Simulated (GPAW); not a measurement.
# C (Fd-3m) in GPAW: notebook

Aim: see how the results for C move with the level of theory and the settings. Levels: r2SCAN+D4, BP86+D4. Tasks: gruneisen, equation of state.

Everything below comes from runs of GPAW 26.7.0. Logs are shortened: lines on timing, memory, paths and dates and some standing lists are left out, and cuts for length are marked. The log counts tension as positive stress, the text compression.

**Experimental background.**

From “Equation of state of cubic boron nitride at high pressures and temperatures”, 2007, arxiv:cond-mat/0702656, for a bulk crystal of C: bulk modulus 442 ± 5 GPa.

The runs below are set against these values where they give the same quantity.

### 1 The structure

The structure is cubic, space group Fd-3m (No. 227). Conventional cell: a = 3.567 Å, b = 3.567 Å, c = 3.567 Å, α = 90.00°, β = 90.00°, γ = 90.00°. C (site symmetry -43m) has 4 C at 1.54 Å as nearest neighbours.

This isn't the form of C at room conditions, which is graphite.

### 2 Gruneisen, r2SCAN+D4

Input file run.py:

```python
import json
import numpy as np
from ase import Atoms
from ase.calculators.mixing import SumCalculator
from ase.constraints import FixSymmetry
from ase.filters import FrechetCellFilter
from ase.io import write
from ase.optimize import BFGS
from ase.spacegroup import crystal
from dftd4.ase import DFTD4
from phonopy import Phonopy
from phonopy.structure.atoms import PhonopyAtoms
from gpaw import GPAW, PW

# C 8a
atoms = crystal(['C'],
                basis=[[0.25, 0.25, 0.25]],
                spacegroup=227, setting=1,  # Fd-3m
                cellpar=[3.56674, 3.56674, 3.56674, 90.0, 90.0, 90.0],
                primitive_cell=True)

calc = GPAW(mode=PW(800),
            xc='MGGA_X_R2SCAN+MGGA_C_R2SCAN',
            kpts={'size': (13, 13, 13), 'gamma': True},
            occupations={'name': 'fermi-dirac', 'width': 0.05},
            nbands=11,
            convergence={'density': 1e-06, 'eigenstates': 1e-09},
            maxiter=150,
            txt='gpaw.txt')
atoms.calc = SumCalculator([calc, DFTD4(method='r2scan')])
atoms.set_constraint(FixSymmetry(atoms))
BFGS(FrechetCellFilter(atoms), trajectory='relax.traj', logfile='-').run(fmax=0.005, steps=40)
atoms.set_constraint()
energy = atoms.get_potential_energy()
forces = atoms.get_forces()
stress = atoms.get_stress()
calc.write('gs.gpw')
write('result.traj', atoms)
print('Cell:', atoms.cell.cellpar().round(4))
print(atoms.get_scaled_positions().round(5))

def force_constants(scale):
    unit = PhonopyAtoms(symbols=atoms.get_chemical_symbols(), cell=atoms.cell[:] * scale**(1 / 3),
                        scaled_positions=atoms.get_scaled_positions())
    ph = Phonopy(unit, supercell_matrix=np.diag([1, 1, 1]), primitive_matrix=np.eye(3), symprec=1e-4)
    ph.generate_displacements(distance=0.01)
    forces = []
    for i, sc in enumerate(ph.supercells_with_displacements):
        a = Atoms(sc.symbols, cell=sc.cell, scaled_positions=sc.scaled_positions, pbc=True)
        c = GPAW(mode=PW(680),
                 xc='MGGA_X_R2SCAN+MGGA_C_R2SCAN',
                 kpts={'size': (13, 13, 13), 'gamma': True},
                 occupations={'name': 'fermi-dirac', 'width': 0.05},
                 nbands=11,
                 convergence={'density': 1e-06, 'eigenstates': 1e-09},
                 maxiter=150,
                 txt=f'disp-{scale:.3f}-{i:02d}.txt')
        a.calc = SumCalculator([c, DFTD4(method='r2scan')])
        f = a.get_forces()
        forces.append(f - f.mean(axis=0))
        print(f'displacement {i}: drift', f.mean(axis=0).round(5), flush=True)
    ph.forces = forces
    ph.produce_force_constants()
    ph.symmetrize_force_constants()
    return ph

qpoints = [[0.0, 0.0, 0.0]]
results = {}
for scale in [0.99, 1.0, 1.01]:
    ph = force_constants(scale)
    ph.run_qpoints(qpoints)
    nu = ph.qpoints.frequencies * 33.35641  # THz to cm^-1
    results[f'{scale:.3f}'] = nu.tolist()
    for qp, f in zip(qpoints, nu):
        print(scale, np.round(qp, 4), f.round(2))

lo, mid, hi = (np.array(results[x]) for x in ('0.990', '1.000', '1.010'))
gamma = np.where(abs(mid) > 5, -(hi - lo) / (np.log(1.01 / 0.99) * np.where(abs(mid) > 5, mid, 1)), 0)
results['gamma'] = gamma.tolist()
print('Mode Grueneisen parameters:')
print(gamma.round(3))
json.dump(results, open('phonons.json', 'w'))
```

Potentials or basis: GPAW PAW data sets (gpaw-data 1.2.1), pw.

The run is started by

```console
$ OMP_NUM_THREADS=1 python run.py
```

gpaw.txt:

```text
__  _  _
 | _ |_)|_||  |
 |__||  | ||/\| - 26.7.0

Input parameters:
  mode=PW(ecut=800.0),
  convergence={'density': 1e-06, 'eigenstates': 1e-09},
  kpts=MonkhorstPack(size=(13, 13, 13), gamma=True),
  maxiter=150,
  nbands=11,
  occupations=Occupations(name='fermi-dirac', width=0.05),
  xc=XC(name='MGGA_X_R2SCAN+MGGA_C_R2SCAN')

Diagonalizing LCAO Hamiltonian
Converting LCAO to pw mode

          C
       C

Atoms  # Å, Bohr magnetons
|   | symbol |         x |        y |        z |    initial magnetic moments |
|---|--------|-----------|----------|----------|-----------------------------|
| 0 |      C |  0.891685 | 0.891685 | 0.891685 | ( 0.0000,  0.0000,  0.0000) |
| 1 |      C | -0.000000 | 0.000000 | 0.000000 | ( 0.0000,  0.0000,  0.0000) |

Unit cell  # Å
| periodic |        x |        y |        z |  lengths |    angles |
|----------|----------|----------|----------|----------|-----------|
|      yes | 0.000000 | 1.783370 | 1.783370 | 2.522066 | 60.000000 |
|      yes | 1.783370 | 0.000000 | 1.783370 | 2.522066 | 60.000000 |
|      yes | 1.783370 | 1.783370 | 0.000000 | 2.522066 | 60.000000 |

Number of symmetries: 24
Symmetry operations  # r_c * U_cc + t_c -> r_c
|    | kind |            matrix            |
|----|------|------------------------------|
|  0 |  E   |  1, 0, 0,  0, 1, 0,  0, 0, 1 |
|  1 |  σ   |  1, 0, 0,  0, 0, 1,  0, 1, 0 |
|  2 |  σ   |  1, 0,-1,  0, 1,-1,  0, 0,-1 |
|  3 |  C3  |  1, 0,-1,  0, 0,-1,  0, 1,-1 |
|  4 |  C3  |  1,-1, 0,  0,-1, 1,  0,-1, 0 |
|  5 |  σ   |  1,-1, 0,  0,-1, 0,  0,-1, 1 |
|  6 |  σ   |  0, 1, 0,  1, 0, 0,  0, 0, 1 |
|  7 |  C3  |  0, 1, 0,  0, 0, 1,  1, 0, 0 |
|  8 |  C2  |  0, 1,-1,  1, 0,-1,  0, 0,-1 |
|  9 |  S4  |  0, 1,-1,  0, 0,-1,  1, 0,-1 |
| 10 |  C3  |  0, 0, 1,  1, 0, 0,  0, 1, 0 |
| 11 |  σ   |  0, 0, 1,  0, 1, 0,  1, 0, 0 |
| 12 |  S4  |  0, 0,-1,  1, 0,-1,  0, 1,-1 |
| 13 |  C3  |  0, 0,-1,  0, 1,-1,  1, 0,-1 |
[... 164 lines left out ...]
Gap: 4.357 eV
Transition (v -> c):
  (s=0, k=0, n=3, [0.00, 0.00, 0.00]) -> (s=0, k=35, n=4, [0.38, 0.38, 0.00])
Direct/indirect transitions are different
Direct gap: 5.871 eV
Transition at: (s=0, k=0, n=3, [0.00, 0.00, 0.00])

Stress tensor  # eV/Ang^3
|         x |         y |         z |
|-----------|-----------|-----------|
|  0.019096 |  0.000000 | -0.000000 |
|  0.000000 |  0.019096 | -0.000000 |
| -0.000000 | -0.000000 |  0.019096 |

Forces  # eV/Ang
|        x |        y |        z |
|----------|----------|----------|
| -0.00000 |  0.00000 |  0.00000 |  # C    0
|  0.00000 | -0.00000 | -0.00000 |  # C    1

Interpolating wave functions to new cell

          C
       C

Atoms  # Å, Bohr magnetons
|   | symbol |         x |        y |        z |    initial magnetic moments |
|---|--------|-----------|----------|----------|-----------------------------|
| 0 |      C |  0.890513 | 0.890513 | 0.890513 | ( 0.0000,  0.0000,  0.0000) |
| 1 |      C | -0.000000 | 0.000000 | 0.000000 | ( 0.0000,  0.0000,  0.0000) |

Unit cell  # Å
| periodic |         x |         y |         z |  lengths |    angles |
|----------|-----------|-----------|-----------|----------|-----------|
|      yes | -0.000000 |  1.781026 |  1.781026 | 2.518751 | 60.000000 |
|      yes |  1.781026 | -0.000000 |  1.781026 | 2.518751 | 60.000000 |
|      yes |  1.781026 |  1.781026 | -0.000000 | 2.518751 | 60.000000 |

Number of symmetries: 24
Symmetry operations  # r_c * U_cc + t_c -> r_c
|    | kind |            matrix            |
|----|------|------------------------------|
|  0 |  E   |  1, 0, 0,  0, 1, 0,  0, 0, 1 |
|  1 |  σ   |  1, 0, 0,  0, 0, 1,  0, 1, 0 |
|  2 |  σ   |  1, 0,-1,  0, 1,-1,  0, 0,-1 |
|  3 |  C3  |  1, 0,-1,  0, 0,-1,  0, 1,-1 |
|  4 |  C3  |  1,-1, 0,  0,-1, 1,  0,-1, 0 |
|  5 |  σ   |  1,-1, 0,  0,-1, 0,  0,-1, 1 |
|  6 |  σ   |  0, 1, 0,  1, 0, 0,  0, 0, 1 |
|  7 |  C3  |  0, 1, 0,  0, 0, 1,  1, 0, 0 |
|  8 |  C2  |  0, 1,-1,  1, 0,-1,  0, 0,-1 |
|  9 |  S4  |  0, 1,-1,  0, 0,-1,  1, 0,-1 |
| 10 |  C3  |  0, 0, 1,  1, 0, 0,  0, 1, 0 |
| 11 |  σ   |  0, 0, 1,  0, 1, 0,  1, 0, 0 |
| 12 |  S4  |  0, 0,-1,  1, 0,-1,  0, 1,-1 |
| 13 |  C3  |  0, 0,-1,  0, 1,-1,  1, 0,-1 |
[... 167 lines left out ...]
Gap: 4.366 eV
Transition (v -> c):
  (s=0, k=0, n=3, [0.00, 0.00, 0.00]) -> (s=0, k=35, n=4, [0.38, 0.38, 0.00])
Direct/indirect transitions are different
Direct gap: 5.882 eV
Transition at: (s=0, k=0, n=3, [0.00, 0.00, 0.00])

Stress tensor  # eV/Ang^3
|         x |         y |        z |
|-----------|-----------|----------|
|  0.008135 | -0.000000 | 0.000000 |
| -0.000000 |  0.008135 | 0.000000 |
|  0.000000 |  0.000000 | 0.008135 |

Forces  # eV/Ang
|       x |       y |       z |
|---------|---------|---------|
| 0.00000 | 0.00000 | 0.00000 |  # C    0
| 0.00000 | 0.00000 | 0.00000 |  # C    1

Interpolating wave functions to new cell

          C
       C

Atoms  # Å, Bohr magnetons
|   | symbol |         x |         y |        z |    initial magnetic moments |
|---|--------|-----------|-----------|----------|-----------------------------|
| 0 |      C |  0.888217 |  0.888217 | 0.888217 | ( 0.0000,  0.0000,  0.0000) |
| 1 |      C | -0.000000 | -0.000000 | 0.000000 | ( 0.0000,  0.0000,  0.0000) |

Unit cell  # Å
| periodic |         x |         y |         z |  lengths |    angles |
|----------|-----------|-----------|-----------|----------|-----------|
|      yes | -0.000000 |  1.776435 |  1.776435 | 2.512258 | 60.000000 |
|      yes |  1.776435 | -0.000000 |  1.776435 | 2.512258 | 60.000000 |
|      yes |  1.776435 |  1.776435 | -0.000000 | 2.512258 | 60.000000 |

Number of symmetries: 24
Symmetry operations  # r_c * U_cc + t_c -> r_c
|    | kind |            matrix            |
|----|------|------------------------------|
|  0 |  E   |  1, 0, 0,  0, 1, 0,  0, 0, 1 |
|  1 |  σ   |  1, 0, 0,  0, 0, 1,  0, 1, 0 |
|  2 |  σ   |  1, 0,-1,  0, 1,-1,  0, 0,-1 |
|  3 |  C3  |  1, 0,-1,  0, 0,-1,  0, 1,-1 |
|  4 |  C3  |  1,-1, 0,  0,-1, 1,  0,-1, 0 |
|  5 |  σ   |  1,-1, 0,  0,-1, 0,  0,-1, 1 |
|  6 |  σ   |  0, 1, 0,  1, 0, 0,  0, 0, 1 |
|  7 |  C3  |  0, 1, 0,  0, 0, 1,  1, 0, 0 |
|  8 |  C2  |  0, 1,-1,  1, 0,-1,  0, 0,-1 |
|  9 |  S4  |  0, 1,-1,  0, 0,-1,  1, 0,-1 |
| 10 |  C3  |  0, 0, 1,  1, 0, 0,  0, 1, 0 |
| 11 |  σ   |  0, 0, 1,  0, 1, 0,  1, 0, 0 |
| 12 |  S4  |  0, 0,-1,  1, 0,-1,  0, 1,-1 |
| 13 |  C3  |  0, 0,-1,  0, 1,-1,  1, 0,-1 |
[... 167 lines left out ...]
Gap: 4.384 eV
Transition (v -> c):
  (s=0, k=0, n=3, [0.00, 0.00, 0.00]) -> (s=0, k=35, n=4, [0.38, 0.38, 0.00])
Direct/indirect transitions are different
Direct gap: 5.904 eV
Transition at: (s=0, k=0, n=3, [0.00, 0.00, 0.00])

Stress tensor  # eV/Ang^3
|         x |         y |         z |
|-----------|-----------|-----------|
| -0.013846 | -0.000000 |  0.000000 |
| -0.000000 | -0.013846 |  0.000000 |
|  0.000000 |  0.000000 | -0.013846 |

Forces  # eV/Ang
|        x |        y |        z |
|----------|----------|----------|
| -0.00000 | -0.00000 | -0.00000 |  # C    0
| -0.00000 |  0.00000 |  0.00000 |  # C    1

# Writing to gs.gpw (mode='')
```

It took 4.1 min on 1 thread of AMD EPYC 9R45 (Zen 5), shared host; peak memory 0.58 GiB.

Results:

```yaml
Free_energy: -19.8639 eV
Relaxed_volume: 5.61 Å³/atom
Relaxed_cell: a = 2.512 Å, b = 2.512 Å, c = 2.512 Å, α = 60.00°, β = 60.00°, γ = 60.00°
Space_group_after_relaxing_to_0.05_Å: Fd-3m (No. 227)
Pressure_after_relaxing: 0.0 GPa
Band_gap_on_the_k_mesh: 4.38 eV, indirect (least direct gap 5.90 eV)
Highest_phonon_frequency_at_Γ: 1334 cm⁻¹
Dispersion_energy_per_atom: -0.089 eV
```

Final structure:
```cif
data_structure
_symmetry_space_group_name_H-M 'P 1'
_symmetry_Int_Tables_number 1
_cell_length_a 2.5123
_cell_length_b 2.5123
_cell_length_c 2.5123
_cell_angle_alpha 60.000
_cell_angle_beta 60.000
_cell_angle_gamma 60.000
_cell_volume 11.21
loop_
_atom_site_label
_atom_site_type_symbol
_atom_site_fract_x
_atom_site_fract_y
_atom_site_fract_z
_atom_site_occupancy
C1 C 0.25000 0.25000 0.25000 1
C2 C 0.00000 0.00000 0.00000 1
```

Levels at points of the mesh, in eV from the valence-band top:
| k point | band 1 | band 2 | band 3 | band 4 | band 5 | band 6 | band 7 |
| --- | --- | --- | --- | --- | --- | --- | --- |
| (0.00, 0.00, 0.00) | -22.84 | 0.00 | 0.00 | 0.00 | 5.90 | 5.90 | 5.90 |

Phonon frequencies in cm⁻¹ (negative: imaginary):
```tsv
q point	frequencies
(0.000, 0.000, 0.000)	0 0 0 1334 1334 1334
```

Mode Grüneisen parameters of phonons at Γ, in order of frequency: 0.98, 0.98, 0.98

Caveat: the cutoff is short for stress and forces, so pressures can be off by a GPa or more; the density grid can change from cell to cell, which puts small steps into energies and stress; the PAW data sets were made with another functional, which shifts forces and pressure a little; an odd mesh through Γ misses points on the zone boundary, where band edges often lie.

### 3 Equation of state, BP86+D4

Input file run.py:

```python
from ase.calculators.mixing import SumCalculator
from ase.eos import EquationOfState
from ase.io import Trajectory
from ase.spacegroup import crystal
from ase.units import GPa
from dftd4.ase import DFTD4
from gpaw import GPAW, PW, setup_paths

setup_paths.insert(0, '.')

# C 8a
atoms = crystal(['C'],
                basis=[[0.25, 0.25, 0.25]],
                spacegroup=227, setting=1,  # Fd-3m
                cellpar=[3.56674, 3.56674, 3.56674, 90.0, 90.0, 90.0],
                primitive_cell=True)

traj = Trajectory('eos.traj', 'w')
volumes, energies = [], []
for x in [0.94, 0.96, 0.98, 1.0, 1.02, 1.04, 1.06]:
    a = atoms.copy()
    a.set_cell(atoms.cell * x**(1 / 3), scale_atoms=True)
    calc = GPAW(mode=PW(800),
                xc='GGA_X_B88+GGA_C_P86',
                kpts={'size': (10, 10, 10), 'gamma': True},
                occupations={'name': 'fermi-dirac', 'width': 0.05},
                nbands=11,
                convergence={'density': 1e-05, 'energy': 1e-05},
                maxiter=150,
                txt=f'eos-{x:.2f}.txt')
    a.calc = SumCalculator([calc, DFTD4(method='bp')])
    energies.append(a.get_potential_energy())
    volumes.append(a.get_volume())
    p = -a.get_stress()[:3].mean() / GPa
    calc.write(f'eos-{x:.2f}.gpw')
    traj.write(a)
    print(f'{x:.2f} {volumes[-1]:10.4f} A^3 {energies[-1]:14.6f} eV {p:9.3f} GPa', flush=True)

v0, e0, B = EquationOfState(volumes, energies, eos='birchmurnaghan').fit()
print(f'V0 = {v0:.4f} A^3, E0 = {e0:.6f} eV, B0 = {B / GPa:.2f} GPa')
```

Potentials or basis: PAW data sets generated in the run's folder for this functional, pw.

The run is started by

```console
$ gpaw-setup -f GGA_X_B88+GGA_C_P86 C
$ OMP_NUM_THREADS=1 python run.py
```

Run time: 81 s. Hardware: 1 thread of Arm Neoverse V2, shared host; peak memory 0.19 GiB.

The run converged. Its results:

```yaml
Equilibrium_volume: 5.63 Å³/atom
Bulk_modulus: 440 GPa
Pressure_derivative_of_the_bulk_modulus: 3.8
```

Energy against volume, from the lowest point:
```
volume (Å³/atom)  energy (meV/atom)
           5.332              23.17
           5.445               8.29
           5.558               0.83
           5.672               0.00
           5.785               5.20
           5.899              15.96
           6.012              31.70
```

### 4 Comparison with measurements

Step 3. A measured bulk modulus of C is 442 GPa (quoted in “Equation of state of cubic boron nitride at high pressures and temperatures”, 2007, arxiv:cond-mat/0702656); the calculated 440 GPa misses it by -0.5 %. 3 values of this kind are on record (442 to 444.8 GPa); this one was drawn at random among those near their median, those with a stated uncertainty first. The fit is for a static lattice scaled at fixed shape and fixed fractional positions. The cell as given is a measured one (5.67 Å³/atom); BP86+D4 puts the equilibrium volume -0.7 % from it, thermal expansion not counted.
